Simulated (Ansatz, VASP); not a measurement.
## BN: VASP beside Ansatz

```
N B
1.0
     2.58755    0.00000    0.00000
    -1.29377    2.24088    0.00000
     0.00000    0.00000    4.28248
N B
2 2
Cartesian
  0.0000 1.4939 0.5365
  1.2938 0.7470 2.6777
  0.0000 1.4939 2.1401
  1.2938 0.7470 4.2813
```

Change from the starting cell: volume scaled by 1.04.

Alike in both runs: task single point; functional PBEsol; k mesh 12 × 12 × 6; occupations fermi-dirac, width 0.05 eV; no spin polarisation.

|  | VASP | Ansatz |
| --- | --- | --- |
| version | VASP 6.6.1 | Ansatz 0.2.0 |
| potentials or method | VASP PAW PBE potentials, release 64 (N, B) | Ansatz PAW |
| plane-wave cutoff (eV) | 520 | 420 |
| valence electrons in the cell | 16 | 16 |

```tsv
	VASP	Ansatz	Ansatz less VASP
gap on the k mesh at the Fermi level (eV)	5.03	5.04	+0.016
least direct gap on the mesh (eV)	7.94	7.95	+0.004
pressure (GPa)	-18.8	-19.2	-0.40
largest component of the traceless stress (GPa)	0.52	0.48	-0.039
rms of the force components (eV/Å)	0.022	0.024	+0.0018
```

Atom by atom the forces differ by 0.002 eV/Å (rms over components). With one functional, cell and mesh, what is left measures potentials, basis and numerics.

Caveats: the PAW data sets were made with another functional, which shifts forces and pressure a little (VASP); the pressure holds a Pulay correction of +1.1 GPa for the finite cutoff (Ansatz); the PAW data sets come from PBE, with cores solved anew for the run's functional, which leaves a small shift of forces and pressure (Ansatz). A k mesh can miss the band edges.
